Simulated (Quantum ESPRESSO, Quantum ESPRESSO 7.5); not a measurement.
# black phosphorene, 1 layer, stepped through strain along the second axis

Aim: how the results for black phosphorene, 1 layer change with strain along the second axis.

Method: plane-wave DFT, PBE, GBRV ultrasoft pseudopotentials, in Quantum ESPRESSO 7.5.

## Step 1: The structure

The cell holds 4 atoms: 4 P. Cell: a = 4.620 Å, b = 3.300 Å, c = 17.240 Å, α = 90.0°, β = 90.0°, γ = 90.0°. It derives from P. Vacuum lies along c.

Coordinates:

```cif
data_structure
_symmetry_space_group_name_H-M 'P 1'
_symmetry_Int_Tables_number 1
_cell_length_a 4.6200
_cell_length_b 3.3000
_cell_length_c 17.2400
_cell_angle_alpha 90.000
_cell_angle_beta 90.000
_cell_angle_gamma 90.000
_cell_volume 262.84
loop_
_atom_site_label
_atom_site_type_symbol
_atom_site_fract_x
_atom_site_fract_y
_atom_site_fract_z
_atom_site_occupancy
P1 P 0.09000 0.00000 0.43503 1
P2 P 0.41000 0.50000 0.44084 1
P3 P 0.59000 0.50000 0.55916 1
P4 P 0.91000 0.00000 0.56497 1
```

Set-up: Cell and atoms are first relaxed; each strained cell is then held, the other axis too, and the atoms relax in it. A periodic run with 15 Å of vacuum in the starting cell gives the vacuum levels, and bands follow along a path.

Members -2, -1, 0, 1 and 2 took the same steps and show in the table alone.

## Step 2: Variable-cell relaxation of the reference

What the set-up leaves free in this member is relaxed.

The input, ref.relax.in:

```
&control
  prefix = 'ref.relax'
  outdir = './out'
  pseudo_dir = './pseudo'
  nstep = 80
  forc_conv_thr = 0.0004
  calculation = 'vc-relax'
  etot_conv_thr = 1e-06
/
&system
  ibrav = 0
  nat = 4
  ntyp = 1
  ecutwfc = 50
  ecutrho = 250
  occupations = 'smearing'
  smearing = 'fd'
  degauss = 0.004
/
&electrons
  conv_thr = 1e-09
  mixing_beta = 0.4
  electron_maxstep = 120
  mixing_mode = 'plain'
/
&ions
/
&cell
  cell_dofree = '2Dxy'
  press_conv_thr = 0.3
/
ATOMIC_SPECIES
  P   30.9738  p_pbe_v1.5.uspp.F.UPF
CELL_PARAMETERS angstrom
  4.62000000000000 0.00000000000000 0.00000000000000
  0.00000000000000 3.30000000000000 0.00000000000000
  0.00000000000000 0.00000000000000 17.24000000000000
ATOMIC_POSITIONS crystal
  P   0.090000000000 0.000000000000 0.435034802784
  P   0.410000000000 0.500000000000 0.440835266821
  P   0.590000000000 0.500000000000 0.559164733179
  P   0.910000000000 0.000000000000 0.564965197216
K_POINTS automatic
  8 10 1 0 0 0
```

The run is started by

```
$ OMP_NUM_THREADS=1 mpirun -n 4 pw.x -nk 4 -in ref.relax.in > ref.relax.out
```

Log:

```text
Program PWSCF v.7.5 starts
[citation notice left out]

     Parallel version (MPI & OpenMP), running on       4 processor cores
     Number of MPI processes:                 4
     Threads/MPI process:                     1

     MPI processes distributed on     1 nodes
[...]
Current dimensions of program PWSCF are:
     Max number of different atomic species (ntypx) = 10
     Max number of k-points (npk) =  40000
     Max angular momentum in pseudopotentials (lmaxx) =  4
     Message from routine setup:
     using ibrav=0 with symmetry is DISCOURAGED, use correct ibrav instead

     K-points division:     npool     =       4
     Subspace diagonalization in iterative solution of the eigenvalue problem:
     a serial algorithm will be used

     G-vector sticks info
     --------------------
     sticks:   dense  smooth     PW     G-vecs:    dense   smooth      PW
     Sum        1073     871    259               118279    84733   13669

     Using Slab Decomposition

     bravais-lattice index     =            0
     lattice parameter (alat)  =       8.7305  a.u.
     unit-cell volume          =    1773.7393 (a.u.)^3
     number of atoms/cell      =            4
     number of atomic types    =            1
     number of electrons       =        20.00
     number of Kohn-Sham states=           14
     kinetic-energy cutoff     =      50.0000  Ry
     charge density cutoff     =     250.0000  Ry
     scf convergence threshold =      1.0E-09
     mixing beta               =       0.4000
     number of iterations used =            8  plain     mixing
     energy convergence thresh.=      1.0E-06
     force convergence thresh. =      4.0E-04
     press convergence thresh. =      3.0E-01
     Exchange-correlation=  SLA  PW   PBX  PBC
                           (   1   4   3   4   0   0   0)
     nstep                     =           80

     celldm(1)=   8.730535  celldm(2)=   0.000000  celldm(3)=   0.000000
     celldm(4)=   0.000000  celldm(5)=   0.000000  celldm(6)=   0.000000

     crystal axes: (cart. coord. in units of alat)
               a(1) = (   1.000000   0.000000   0.000000 )
               a(2) = (   0.000000   0.714286   0.000000 )
               a(3) = (   0.000000   0.000000   3.731602 )

     reciprocal axes: (cart. coord. in units 2 pi/alat)
               b(1) = (  1.000000  0.000000  0.000000 )
               b(2) = (  0.000000  1.400000  0.000000 )
               b(3) = (  0.000000  0.000000  0.267981 )

     PseudoPot. # 1 for P  read from file:
     ./pseudo/p_pbe_v1.5.uspp.F.UPF
     Pseudo is Ultrasoft + core correction, Zval =  5.0
     Generated by new atomic code, or converted to UPF format
     Using radial grid of  903 points,  6 beta functions with:
                l(1) =   0
                l(2) =   0
                l(3) =   1
                l(4) =   1
                l(5) =   2
                l(6) =   2
     Q(r) pseudized with  8 coefficients,  rinner =    1.300   1.300   1.300
                                                       1.300   1.300

     atomic species   valence    mass     pseudopotential
     P                 5.00    30.97380     P ( 1.00)

      4 Sym. Ops., with inversion, found

   Cartesian axes

     site n.     atom                  positions (alat units)
         1        P      tau(   1) = (   0.0900000   0.0000000   1.6233766  )
         2        P      tau(   2) = (   0.4100000   0.3571429   1.6450216  )
         3        P      tau(   3) = (   0.5900000   0.3571429   2.0865801  )
         4        P      tau(   4) = (   0.9100000   0.0000000   2.1082251  )

     number of k points=    30  Fermi-Dirac smearing, width (Ry)=  0.0040
                       cart. coord. in units 2pi/alat
        k(    1) = (   0.0000000   0.0000000   0.0000000), wk =   0.0250000
        k(    2) = (   0.0000000   0.1400000   0.0000000), wk =   0.0500000
        k(    3) = (   0.0000000   0.2800000   0.0000000), wk =   0.0500000
        k(    4) = (   0.0000000   0.4200000   0.0000000), wk =   0.0500000
        k(    5) = (   0.0000000   0.5600000   0.0000000), wk =   0.0500000
        k(    6) = (   0.0000000  -0.7000000   0.0000000), wk =   0.0250000
        k(    7) = (   0.1250000   0.0000000   0.0000000), wk =   0.0500000
        k(    8) = (   0.1250000   0.1400000   0.0000000), wk =   0.1000000
        k(    9) = (   0.1250000   0.2800000   0.0000000), wk =   0.1000000
        k(   10) = (   0.1250000   0.4200000   0.0000000), wk =   0.1000000
[...]
k(   30) = (  -0.5000000  -0.7000000   0.0000000), wk =   0.0250000

     Dense  grid:   118279 G-vectors     FFT dimensions: (  45,  32, 180)

     Smooth grid:    84733 G-vectors     FFT dimensions: (  40,  30, 150)

     Estimated max dynamical RAM per process >     192.62 MB

     Estimated total dynamical RAM >     683.86 MB

     Initial potential from superposition of free atoms

     starting charge      19.9994, renormalised to      20.0000

     negative rho (up, down):  7.170E-05 0.000E+00
     Starting wfcs are   16 randomized atomic wfcs

     total cpu time spent up to now is        3.2 secs

     per-process dynamical memory:    89.4 Mb

     Self-consistent Calculation

     iteration #  1     ecut=    50.00 Ry     beta= 0.40
     Davidson diagonalization with overlap
     ethr =  1.00E-02,  avg # of iterations =  3.0

     Threshold (ethr) on eigenvalues was too large:
     Diagonalizing with lowered threshold

     Davidson diagonalization with overlap
     ethr =  3.09E-04,  avg # of iterations =  2.5

     negative rho (up, down):  8.090E-06 0.000E+00

     total cpu time spent up to now is        7.7 secs

     total energy              =     -62.05848340 Ry
     estimated scf accuracy    <       0.06380762 Ry

     iteration #  2     ecut=    50.00 Ry     beta= 0.40
[...]
negative rho (up, down):  5.684E-05 0.000E+00

[...]
total energy              =     -62.05643038 Ry
     estimated scf accuracy    <       0.01867981 Ry

     iteration #  3     ecut=    50.00 Ry     beta= 0.40
[...]
negative rho (up, down):  7.821E-05 0.000E+00

[...]
total energy              =     -62.05760592 Ry
     estimated scf accuracy    <       0.00058180 Ry

     iteration #  4     ecut=    50.00 Ry     beta= 0.40
[...]
negative rho (up, down):  9.139E-05 0.000E+00

[...]
total energy              =     -62.05784219 Ry
     estimated scf accuracy    <       0.00016577 Ry

[...]
!    total energy              =     -62.06479901 Ry
     estimated scf accuracy    <          2.0E-10 Ry
     smearing contrib. (-TS)   =      -0.00000194 Ry
     internal energy E=F+TS    =     -62.06479708 Ry

     The total energy is F=E-TS. E is the sum of the following terms:
     one-electron contribution =    -278.42857950 Ry
     hartree contribution      =     142.76969517 Ry
     xc contribution           =     -23.55974264 Ry
     ewald contribution        =      97.15382990 Ry

     convergence has been achieved in   8 iterations

     negative rho (up, down):  1.171E-04 0.000E+00

     Forces acting on atoms (cartesian axes, Ry/au):

     atom    1 type  1   force =    -0.00169064    0.00000000    0.01445499
     atom    2 type  1   force =     0.00175504    0.00000000   -0.00455129
     atom    3 type  1   force =    -0.00175504    0.00000000    0.00455129
     atom    4 type  1   force =     0.00169064    0.00000000   -0.01445499

     Total force =     0.021707     Total SCF correction =     0.000013

     Computing stress (Cartesian axis) and pressure

     negative rho (up, down):  1.171E-04 0.000E+00
          total   stress  (Ry/bohr**3)                   (kbar)     P=       -1.07
  -0.00000013   0.00000000  -0.00000006           -0.02        0.00       -0.01
   0.00000000   0.00000139   0.00000000            0.00        0.21        0.00
  -0.00000006   0.00000000  -0.00002298           -0.01        0.00       -3.38

     Energy error            =      2.5E-03 Ry
     Gradient error          =      1.4E-02 Ry/Bohr
     Cell gradient error     =      2.1E-01 kbar

     number of scf cycles    =   3
     number of bfgs steps    =   2

     enthalpy           old  =     -62.0622965255 Ry
     enthalpy           new  =     -62.0647990136 Ry

     CASE: enthalpy          _new < enthalpy          _old

     new trust radius        =       0.0392669224 bohr
     new conv_thr            =       0.0000000004 Ry

     new unit-cell volume =   1774.69446 a.u.^3 (   262.98259 Ang^3 )
     density =      0.78231 g/cm^3

CELL_PARAMETERS (angstrom)
   4.621560422   0.000000000   0.000000000
   0.000000000   3.300662325   0.000000000
   0.000000000   0.000000000  17.240000000

ATOMIC_POSITIONS (crystal)
P                0.0888199836        0.0000000000        0.4387869182
P                0.4120119660        0.5000000000        0.4385470194
P                0.5879880340        0.5000000000        0.5614529806
P                0.9111800164        0.0000000000        0.5612130818

[...]
NEW-OLD atomic charge density approx. for the potential
     New effective cutoffs (rho, wfc):  249.95   49.99

     negative rho (up, down):  1.276E-04 0.000E+00

     total cpu time spent up to now is       95.0 secs

     per-process dynamical memory:    95.6 Mb

[...]
!    total energy              =     -62.06540815 Ry
[...]
Total force =     0.005354     Total SCF correction =     0.000008
[...]
number of bfgs steps    =   3
[...]
new trust radius        =       0.0041910543 bohr
[...]
!    total energy              =     -62.06543208 Ry
[...]
Total force =     0.003462     Total SCF correction =     0.000004
[...]
number of bfgs steps    =   4
[...]
new trust radius        =       0.0059314223 bohr
[...]
!    total energy              =     -62.06545089 Ry
[...]
Total force =     0.001289     Total SCF correction =     0.000007
[...]
number of bfgs steps    =   5
[...]
new trust radius        =       0.0020095492 bohr
[...]
!    total energy              =     -62.06545379 Ry
[...]
Total force =     0.000499     Total SCF correction =     0.000003
[...]
number of bfgs steps    =   6
[...]
new trust radius        =       0.0008188730 bohr
[...]
!    total energy              =     -62.06545446 Ry
[...]
Total force =     0.000367     Total SCF correction =     0.000003
[...]
Self-consistent Calculation

     iteration #  1     ecut=    50.00 Ry     beta= 0.40
     Davidson diagonalization with overlap
     ethr =  1.00E-06,  avg # of iterations = 17.5

     negative rho (up, down):  1.073E-05 0.000E+00

     total cpu time spent up to now is      219.8 secs

     total energy              =     -62.06720170 Ry
     estimated scf accuracy    <       0.06441736 Ry

[...]
iteration # 11     ecut=    50.00 Ry     beta= 0.40
[...]
negative rho (up, down):  1.158E-04 0.000E+00

[...]
End of self-consistent calculation

          k = 0.0000 0.0000 0.0000 ( 10525 PWs)   bands (ev):

   -16.4898 -14.0298 -10.7077  -7.1939  -6.2464  -6.0247  -4.8568  -3.2801
    -3.1971  -1.5485  -0.6469   0.0966   1.1205   1.7603

          k = 0.0000 0.1399 0.0000 ( 10530 PWs)   bands (ev):

   -16.3711 -13.9057 -10.7559  -7.1043  -6.3539  -5.9202  -5.5046  -3.9289
    -3.1519  -1.5719  -0.5360   1.0681   1.1347   2.0148

          k = 0.0000 0.2799 0.0000 ( 10598 PWs)   bands (ev):

   -16.0173 -13.5345 -11.0023  -7.0165  -6.8522  -6.5021  -5.6156  -4.6033
    -3.0956  -1.7679  -0.2129   0.0980   2.4640   2.5637

          k = 0.0000 0.4198 0.0000 ( 10610 PWs)   bands (ev):

   -15.4366 -12.9198 -11.6444  -8.3207  -6.9792  -6.5083  -5.1464  -4.5542
    -3.2740  -2.2262  -0.4283   0.2445   1.1561   1.4176

          k = 0.0000 0.5598 0.0000 ( 10634 PWs)   bands (ev):

   -14.6465 -12.6247 -12.0686  -9.7222  -6.8531  -6.2816  -4.6097  -4.2824
    -3.6079  -2.8871  -0.1521   0.0681   0.0840   1.3315

          k = 0.0000-0.6997 0.0000 ( 10630 PWs)   bands (ev):

   -13.6849 -13.6811 -10.9943 -10.9936  -6.4644  -6.4635  -4.2419  -4.2366
    -3.4797  -3.4795  -0.3176  -0.3100   0.6182   0.6223

[...]
the Fermi energy is    -1.0822 ev

!    total energy              =     -62.06545455 Ry
     estimated scf accuracy    <          7.4E-13 Ry
     smearing contrib. (-TS)   =      -0.00000086 Ry
     internal energy E=F+TS    =     -62.06545369 Ry

     The total energy is F=E-TS. E is the sum of the following terms:
     one-electron contribution =    -279.57125303 Ry
     hartree contribution      =     143.33110123 Ry
     xc contribution           =     -23.57299255 Ry
     ewald contribution        =      97.74769066 Ry

     convergence has been achieved in  11 iterations

     negative rho (up, down):  1.158E-04 0.000E+00

     Forces acting on atoms (cartesian axes, Ry/au):

     atom    1 type  1   force =    -0.00013270    0.00000000   -0.00006702
     atom    2 type  1   force =    -0.00018267    0.00000000   -0.00010847
     atom    3 type  1   force =     0.00018267    0.00000000    0.00010847
     atom    4 type  1   force =     0.00013270    0.00000000    0.00006702

     Total force =     0.000367     Total SCF correction =     0.000000

     Computing stress (Cartesian axis) and pressure

     negative rho (up, down):  1.158E-04 0.000E+00
          total   stress  (Ry/bohr**3)                   (kbar)     P=        0.17
   0.00000145   0.00000000   0.00000072            0.21        0.00        0.11
   0.00000000   0.00000175   0.00000000            0.00        0.26        0.00
   0.00000072   0.00000000   0.00000035            0.11        0.00        0.05

[...]
=------------------------------------------------------------------------------=
   JOB DONE.
=------------------------------------------------------------------------------=
```

It took 4.1 min on 4 MPI ranks of Intel Xeon at 2.70GHz, shared host; peak memory 0.88 GiB.

Relaxation path:

| step | energy less that of the first step (eV) | largest force (eV/Å) | volume (Å³) |
| --- | --- | --- | --- |
| 1 | 0.0000 | 1.0217 | 262.84 |
| 2 | -0.0591 | 0.7353 | 262.88 |
| 3 | -0.0932 | 0.3742 | 262.95 |
| 4 | -0.1015 | 0.0966 | 262.98 |
| 5 | -0.1018 | 0.0570 | 262.96 |
| 6 | -0.1021 | 0.0215 | 262.94 |
| 7 | -0.1021 | 0.0073 | 262.96 |
| 8 | -0.1021 | 0.0055 | 262.99 |
| 9 | -0.1021 | 0.0055 | 262.99 |

| cell as run | before | after | change |
| --- | --- | --- | --- |
| a (Å) | 4.620 | 4.621 | +0.0 % |
| b (Å) | 3.300 | 3.301 | +0.0 % |

The atoms that moved most (Å, along periodic axes as changes of fractional coordinates times the final cell, across vacuum about the mean position):

| atom | dx | dy | dz | length |
| --- | --- | --- | --- | --- |
| P4 | 0.005 | 0.000 | -0.066 | 0.066 |
| P1 | -0.005 | 0.000 | 0.066 | 0.066 |
| P3 | -0.007 | 0.000 | 0.034 | 0.034 |
| P2 | 0.007 | 0.000 | -0.034 | 0.034 |

 The last row is no step: it is a fresh SCF in the final cell with a new plane-wave basis, -0 meV from the row before.

This step gave:

```
free energy  : -844.4435 eV
Fermi energy : -1.082 eV
```

(Continued in part 2 of 6.)

[Logs are printed without paths, hosts, clocks, repeated set-up lines and the standing remarks that a program may print on its own settings, such as how far it seeks lower states.]

[Hosts, paths, dates, database ids (printed as entryN), source tags and the programs' standing remarks are cut or masked in the printed files.]

[Maps of the electrostatic potential energy from Ansatz leave out the sawtooth potential of an applied field or a dipole correction, so their vacuum need not be flat; planar profiles and work functions include it.]
